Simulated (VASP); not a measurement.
# Sb (I4/mmm) in VASP: notebook

One crystal, Sb, is run at these levels: r2SCAN; tasks: single point.

Everything below comes from runs of VASP 6.6.1. Logs are shortened: lines on timing, memory, paths and dates and some standing lists are left out, and cuts for length are marked.

### 1 Starting point

Symmetry: I4/mmm, No. 139, tetragonal system. The conventional cell has a = 3.153 Å, b = 3.153 Å, c = 5.424 Å, α = 90.00°, β = 90.00°, γ = 90.00°. Around Sb (site symmetry 4/mmm) lie 12 Sb at 3.15 to 3.51 Å.

This isn't the form of Sb at room conditions, which is rhombohedral.

### 2 Single point, r2SCAN

The input, INCAR:

```
SYSTEM = Sb
PREC = Accurate
ENCUT = 250
EDIFF = 1E-6
ISMEAR = 0
SIGMA = 0.1
LREAL = .FALSE.
LASPH = .TRUE.
NELM = 100
ALGO = Normal
ISIF = 2
LWAVE = .FALSE.
LCHARG = .FALSE.
METAGGA = R2SCAN
LMIXTAU = .TRUE.
ADDGRID = .FALSE.
```

The input, KPOINTS:

```
regular mesh
0
G
  9 9 9
  0 0 0
```

The input, POSCAR:

```
Sb
1.0
   -1.5765401831      1.5765401831      2.7119384313
    1.5765401831     -1.5765401831      2.7119384313
    1.5765401831      1.5765401831     -2.7119384313
Sb
1
Direct
    0.0000000000      0.0000000000      0.0000000000
```

Potentials or basis: VASP PAW PBE potentials, release 64 (Sb).

Command:

```bash
cat potpaw_PBE.64/Sb/POTCAR > POTCAR
mpirun -np 1 vasp_std > vasp.out
```

OUTCAR:

```text
SYSTEM = Sb
   PREC = Accurate
   ENCUT = 250
   EDIFF = 1E-6
   ISMEAR = 0
   LREAL = .FALSE.
   LASPH = .TRUE.
   NELM = 100
   ISIF = 2
   METAGGA = R2SCAN

 Found     75 irreducible k-points:

 Following reciprocal coordinates:
            Coordinates               Weight
  0.000000  0.000000  0.000000      1.000000
  0.111111  0.000000 -0.000000      8.000000
  0.222222  0.000000  0.000000      8.000000
  0.333333  0.000000  0.000000      8.000000
  0.444444  0.000000  0.000000      8.000000
  0.111111  0.111111 -0.000000      8.000000
   k-points           NKPTS =     75   k-points in BZ     NKDIM =     75   number of bands    NBANDS=      6
   number of dos      NEDOS =    301   number of ions     NIONS =      1
   total plane-waves  NPLWV =   5832
   dimension x,y,z NGX =    18 NGY =   18 NGZ =   18
   dimension x,y,z NGXF=    36 NGYF=   36 NGZF=   36
   ions per type =               1
   NGX,Y,Z   is equivalent  to a cutoff of   8.52,  8.52,  8.52 a.u.
   NGXF,Y,Z  is equivalent  to a cutoff of  17.05, 17.05, 17.05 a.u.
 SYSTEM =  Sb
   PREC   = accura    normal or accurate (medium, high low for compatibility)
   ISTART =      0    job   : 0-new  1-cont  2-samecut
   ICHARG =      2    charge: 1-file 2-atom 10-const
   ISPIN  =      1    spin polarized calculation?
   LNONCOLLINEAR =      F non collinear calculations
   LSORBIT =      F    spin-orbit coupling
   LASPH  =      T    aspherical Exc in radial PAW
   ENCUT  =  250.0 eV  18.37 Ry    4.29 a.u.   4.53  4.53  4.53*2*pi/ulx,y,z
   NELM   =    100;   NELMIN=  2; NELMDL= -5     # of ELM steps
   EDIFF  = 0.1E-05   stopping-criterion for ELM
   LREAL  =      F    real-space projection
   EDIFFG = 0.1E-04   stopping-criterion for IOM
   NSW    =      0    number of steps for IOM
   IBRION =     -1    ionic relax: 0-MD 1-quasi-New 2-CG
   NFREE  =      0    steps in history (QN), initial steepest desc. (CG)
   ISIF   =      2    stress and relaxation
   ISYM   =      2    0-nonsym 1-usesym 2-fastsym
   POTIM  = 0.5000    time-step for ionic-motion
   TEBEG  =    0.0;   TEEND  =   0.0 temperature during run
   PSTRESS=    0.0 pullay stress
   NELECT =       5.0000    total number of electrons
   NUPDOWN=      -1.0000    fix difference up-down
   EMIN   =  10.00;   EMAX   =-10.00  energy-range for DOS
   EFERMI =   0.00;   METHOD = LEGACY
   ISMEAR =     0;   SIGMA  =   0.10  broadening in eV -4-tet -1-fermi 0-gaus
   EFERMI_NEDOS =   21; number of points for ismear=-14 and -15
   IALGO  =     38    algorithm
   IMIX   =      4    mixing-type and parameters
     AMIX     =   0.40;   BMIX     =  1.00
     AMIX_MAG =   1.60;   BMIX_MAG =  1.00
  volume/ion in A,a.u.               =      26.96       181.95
  Fermi-wavevector in a.u.,A,eV,Ry     =   0.933573  1.764197 11.858269  0.871558
  Thomas-Fermi vector in A             =   2.060288
   LORBIT       =      0    0 simple, 1 ext, 2 COOP (PROOUT), +10 PAW based schemes
   METAGGA = R2SCAN    functional components
   LHFCALC =     F    Hartree Fock is set to
   AEXX    =    0.0000 exact exchange contribution
   IVDW    =     0    specifies the selected vdW correction
   LEPSILON=     F    determine dielectric tensor
   LRPA    =     F    only Hartree local field effects (RPA)
 non-spin polarized calculation
 Gauss-broadening in eV      SIGMA  =   0.10
  energy-cutoff  :      250.00
  volume of cell :       26.96
 maximum number of plane-waves:       249
 NGX is ok and might be reduce to    18
   NGX =  9   NGY =  9   NGZ =  9

 number of electron       5.0000000 magnetization

 Free energy of the ion-electron system (eV)
  ---------------------------------------------------
  ext. energy  EPLUGINS =         0.00000000
  ---------------------------------------------------
  free energy    TOTEN  =       -25.27961448 eV

  energy without entropy =      -25.27549260  energy(sigma->0) =      -25.27755354

 E-fermi :   8.4848     XC(G=0): -10.7834

 val. band max:        8.4563909417   @ k =  -0.3333  -0.4444   0.1111
 cond. band min:       8.5200834923   @ k =   0.4444   0.2222   0.0000
 fundamental gap:      0.0636925506
 Fermi energy:         8.4847860264

 k-point     1 :       0.0000    0.0000    0.0000
  band No.  band energies     occupation
      1      -5.1262      2.00000
      2      13.3289      0.00000
      3      14.2071      0.00000
      4      14.2071      0.00000
      5      18.1816      0.00000
      6      19.6900      0.00000

 k-point     2 :       0.1111    0.0000   -0.0000
  band No.  band energies     occupation
      1      -4.8640      2.00000
      2      11.9440      0.00000
      3      12.9576      0.00000
      4      14.1534      0.00000
      5      17.7781      0.00000
      6      18.6418      0.00000

 k-point     3 :       0.2222    0.0000    0.0000
  band No.  band energies     occupation
      1      -4.0851      2.00000
      2       8.5572      0.30560
      3      11.8123      0.00000
      4      14.0771      0.00000
      5      16.4014      0.00000
      6      18.4699      0.00000

 k-point     4 :       0.3333    0.0000    0.0000
  band No.  band energies     occupation
      1      -2.8336      2.00000
      2       5.3043      2.00000
      3      10.8697      0.00000
      4      14.0816      0.00000
      5      15.5121      0.00000
      6      18.5531      0.00000

 k-point     5 :       0.4444    0.0000    0.0000
  band No.  band energies     occupation
      1      -1.3829      2.00000
      2       2.8093      2.00000
      3      10.3538      0.00000
      4      14.1376      0.00000
      5      15.0755      0.00000
      6      19.0117      0.00000

 k-point     6 :       0.1111    0.1111   -0.0000
  band No.  band energies     occupation
      1      -4.4738      2.00000
      2      10.8356      0.00000
      3      11.6851      0.00000
      4      12.9928      0.00000
      5      17.9490      0.00000
      6      18.2298      0.00000

 [... further k-points ...]

------------------------ aborting loop because EDIFF is reached ----------------------------------------

  FORCE on cell =-STRESS in cart. coord.  units (eV):
  Direction    XX          YY          ZZ          XY          YZ          ZX
  --------------------------------------------------------------------------------------
  -------------------------------------------------------------------------------------
  Total        0.0527897      0.0527897      0.4937280      0.0000000      0.0000000      0.0000000
  in kB        3.1369689      3.1369689     29.3392093      0.0000000      0.0000000      0.0000000
  external PRESSURE =      11.8710490 kB  Pullay stress =       0.0000000 kB

 VOLUME and BASIS-vectors are now :
 -----------------------------------------------------------------------------
  energy-cutoff  :      250.00
  volume of cell :       26.96
      direct lattice vectors                 reciprocal lattice vectors
    -1.576540183  1.576540183  2.711938431     0.000000000  0.317150178  0.184369967
     1.576540183 -1.576540183  2.711938431     0.317150178  0.000000000  0.184369967
     1.576540183  1.576540183 -2.711938431     0.317150178  0.317150178  0.000000000

 POSITION                                       TOTAL-FORCE (eV/Angst)
 -----------------------------------------------------------------------------------
      0.00000      0.00000      0.00000        -0.000000     -0.000000      0.000000
 -----------------------------------------------------------------------------------
    total drift:                                0.000000      0.000000      0.000000

  FREE ENERGIE OF THE ION-ELECTRON SYSTEM (eV)
  ---------------------------------------------------
  free  energy   TOTEN  =       -25.2796144757 eV

  energy  without entropy=      -25.2754926003  energy(sigma->0) =      -25.27755354
```

It took 11 s on 1 thread of Intel Xeon 6975P-C (Granite Rapids), shared host; peak memory 0.12 GiB.

The run converged, but some of its settings lie outside the range that counts as converged, so its numbers aren't taken as properties of the crystal.

What came out:

- Free energy: -25.2796 eV
- Pressure: 1.2 GPa
- Band gap on the k mesh: none (metal or under the smearing width)

Caveat: the PAW data sets were made with another functional, which shifts forces and pressure a little.

### 3 Single point, r2SCAN

INCAR is that of step 2.

KPOINTS is that of step 2.

The input, POSCAR:

```
Sb
1.0
   -1.5638750000      1.6131910000      2.7402030000
    1.6104090000     -1.5604430000      2.7365900000
    1.5281950000      1.5247630000     -2.7095380000
Sb
1
Direct
    0.0004760000      0.0218010000      0.0165680000
```

Potentials or basis: VASP PAW PBE potentials, release 64 (Sb).

Command:

```bash
cat potpaw_PBE.64/Sb/POTCAR > POTCAR
mpirun -np 1 vasp_std > vasp.out
```

OUTCAR:

```text
SYSTEM = Sb
   PREC = Accurate
   ENCUT = 250
   EDIFF = 1E-6
   ISMEAR = 0
   LREAL = .FALSE.
   LASPH = .TRUE.
   NELM = 100
   ISIF = 2
   METAGGA = R2SCAN

 Found    365 irreducible k-points:

 Following reciprocal coordinates:
            Coordinates               Weight
  0.000000  0.000000  0.000000      1.000000
  0.111111  0.000000  0.000000      2.000000
  0.222222  0.000000  0.000000      2.000000
  0.333333  0.000000  0.000000      2.000000
  0.444444  0.000000  0.000000      2.000000
 -0.000000  0.111111  0.000000      2.000000
   k-points           NKPTS =    365   k-points in BZ     NKDIM =    365   number of bands    NBANDS=      6
   number of dos      NEDOS =    301   number of ions     NIONS =      1
   total plane-waves  NPLWV =   5832
   dimension x,y,z NGX =    18 NGY =   18 NGZ =   18
   dimension x,y,z NGXF=    36 NGYF=   36 NGZF=   36
   ions per type =               1
   NGX,Y,Z   is equivalent  to a cutoff of   8.44,  8.46,  8.64 a.u.
   NGXF,Y,Z  is equivalent  to a cutoff of  16.89, 16.92, 17.28 a.u.
 SYSTEM =  Sb
   PREC   = accura    normal or accurate (medium, high low for compatibility)
   ISTART =      0    job   : 0-new  1-cont  2-samecut
   ICHARG =      2    charge: 1-file 2-atom 10-const
   ISPIN  =      1    spin polarized calculation?
   LNONCOLLINEAR =      F non collinear calculations
   LSORBIT =      F    spin-orbit coupling
   LASPH  =      T    aspherical Exc in radial PAW
[... 57 lines left out ...]

 k-point     1 :       0.0000    0.0000    0.0000
  band No.  band energies     occupation
      1      -5.1303      2.00000
      2      13.1630      0.00000
      3      14.2054      0.00000
      4      14.2623      0.00000
      5      18.1189      0.00000
      6      19.3570      0.00000
[... 37 lines left out ...]
 k-point     6 :      -0.0000    0.1111    0.0000
  band No.  band energies     occupation
      1      -4.8722      2.00000
      2      11.7829      0.00000
      3      12.9628      0.00000
      4      14.1993      0.00000
      5      17.8354      0.00000
      6      18.6455      0.00000

 [... further k-points ...]

------------------------ aborting loop because EDIFF is reached ----------------------------------------

  FORCE on cell =-STRESS in cart. coord.  units (eV):
  Direction    XX          YY          ZZ          XY          YZ          ZX
  --------------------------------------------------------------------------------------
  -------------------------------------------------------------------------------------
  Total        0.1070733      0.1170844      0.4933986      0.0224346      0.0158107      0.0077308
  in kB        6.3627082      6.9576072     29.3196476      1.3331481      0.9395317      0.4593929
  external PRESSURE =      14.2133210 kB  Pullay stress =       0.0000000 kB

 VOLUME and BASIS-vectors are now :
 -----------------------------------------------------------------------------
  energy-cutoff  :      250.00
  volume of cell :       26.96
      direct lattice vectors                 reciprocal lattice vectors
    -1.563875000  1.613191000  2.740203000     0.002055809  0.316948054  0.179518554
     1.610409000 -1.560443000  2.736590000     0.317083613  0.001847581  0.179876686
     1.528195000  1.524763000 -2.709538000     0.322328449  0.322401118 -0.005843793

 POSITION                                       TOTAL-FORCE (eV/Angst)
 -----------------------------------------------------------------------------------
      0.05968     -0.00799      0.01607         0.000000      0.000000      0.000000
 -----------------------------------------------------------------------------------
    total drift:                                0.000000     -0.000000      0.000001

  FREE ENERGIE OF THE ION-ELECTRON SYSTEM (eV)
  ---------------------------------------------------
  free  energy   TOTEN  =       -25.2840251414 eV

  energy  without entropy=      -25.2806983203  energy(sigma->0) =      -25.28236173
```

OSZICAR:

```text
N       E                     dE             d eps       ncg     rms          rms(c)
DAV:   1    -0.188360008864E+02   -0.18836E+02   -0.11297E+03  4392   0.303E+02
DAV:   2    -0.258006345895E+02   -0.69646E+01   -0.65613E+01  6060   0.552E+01
DAV:   3    -0.259013087747E+02   -0.10067E+00   -0.98231E-01  5100   0.695E+00
DAV:   4    -0.259016064306E+02   -0.29766E-03   -0.29755E-03  6162   0.459E-01
DAV:   5    -0.259016070676E+02   -0.63698E-06   -0.63697E-06  5346   0.149E-02    0.159E+00
DAV:   6    -0.251709268741E+02    0.73068E+00   -0.12089E-01  4626   0.304E+00    0.105E+00
DAV:   7    -0.253558180671E+02   -0.18489E+00   -0.10533E-01  4392   0.280E+00    0.144E-01
DAV:   8    -0.252838445973E+02    0.71973E-01   -0.58494E-02  4608   0.214E+00    0.773E-02
DAV:   9    -0.252830720668E+02    0.77253E-03   -0.51190E-04  5718   0.207E-01    0.929E-02
DAV:  10    -0.252823134971E+02    0.75857E-03   -0.18972E-03  4410   0.386E-01    0.433E-02
DAV:  11    -0.252833871592E+02   -0.10737E-02   -0.72006E-04  4710   0.249E-01    0.460E-02
DAV:  12    -0.252838012592E+02   -0.41410E-03   -0.24846E-04  4452   0.129E-01    0.305E-02
DAV:  13    -0.252837677986E+02    0.33461E-04   -0.95402E-06  5670   0.300E-02    0.346E-02
DAV:  14    -0.252839775948E+02   -0.20980E-03   -0.14501E-04  4416   0.124E-01    0.221E-02
DAV:  15    -0.252840185438E+02   -0.40949E-04   -0.90179E-06  5664   0.320E-02    0.967E-03
DAV:  16    -0.252840225338E+02   -0.39900E-05   -0.12514E-06  4380   0.103E-02    0.990E-03
DAV:  17    -0.252840246357E+02   -0.21019E-05   -0.24391E-06  4518   0.167E-02    0.121E-03
DAV:  18    -0.252840251414E+02   -0.50570E-06   -0.36149E-07  2238   0.723E-03
   1 F= -.25284025E+02 E0= -.25282362E+02  d E =-.332682E-02
```

stdout:

```text
POSCAR found type information on POSCAR Sb
 POSCAR found :  1 types and       1 ions
 scaLAPACK will be used
 -----------------------------------------------------------------------------
|                                                                             |
|                                                                             |
|     You enforced a specific xc type in the INCAR file but a different       |
|     I HOPE YOU KNOW WHAT YOU ARE DOING!                                     |
|                                                                             |
 -----------------------------------------------------------------------------

 LDA part: xc-table for (None), standard interpolation
 POSCAR, INCAR and KPOINTS ok, starting setup
 FFT: planning ... GRIDC
 FFT: planning ... GRID_SOFT
 FFT: planning ... GRID
 WAVECAR not read
 entering main loop
```

Run time: 45 s. Hardware: 1 thread of Intel Xeon 6975P-C (Granite Rapids), shared host; peak memory 0.13 GiB.

These settings aren't checked as converged: the numbers below hold their error.

Results:

| Item | Value |
| --- | --- |
| Free energy | -25.2840 eV |
| Pressure | 1.4 GPa |
| Band gap on the k mesh | none (metal or under the smearing width) |

Caveat: the PAW data sets were made with another functional, which shifts forces and pressure a little.

### 4 Single point, r2SCAN

Edit INCAR of step 3 so:

```diff
@@ -2,3 +2,3 @@
 PREC = Accurate
-ENCUT = 250
+ENCUT = 200
 EDIFF = 1E-6
```

The input, KPOINTS:

```
regular mesh
0
G
  11 11 11
  0 0 0
```

The input, POSCAR:

```
Sb
1.0
   -1.5765401831      1.5765401831      2.7119384313
    1.5765401831     -1.5765401831      2.7119384313
    1.5765401831      1.5765401831     -2.7119384313
Sb
1
Direct
    0.0000000000      0.0000000000      0.0000000000
```

Command:

```bash
cat potpaw_PBE.64/Sb/POTCAR > POTCAR
mpirun -np 1 vasp_std > vasp.out
```

Wall time 9.1 s (1 thread of Intel Xeon 6975P-C (Granite Rapids), shared host); peak memory 0.11 GiB.

These settings aren't checked as converged: the numbers below hold their error.

What came out:

- Free energy: -25.2581 eV
- Pressure: 0.8 GPa
- Band gap on the k mesh: none (metal or under the smearing width)

Caveat: the cutoff is under 1.25 times the usual one of these potentials, so pressure, stress and relaxed cells hold a basis-set (Pulay) error; the PAW data sets were made with another functional, which shifts forces and pressure a little.

[end of part 1 of 2]
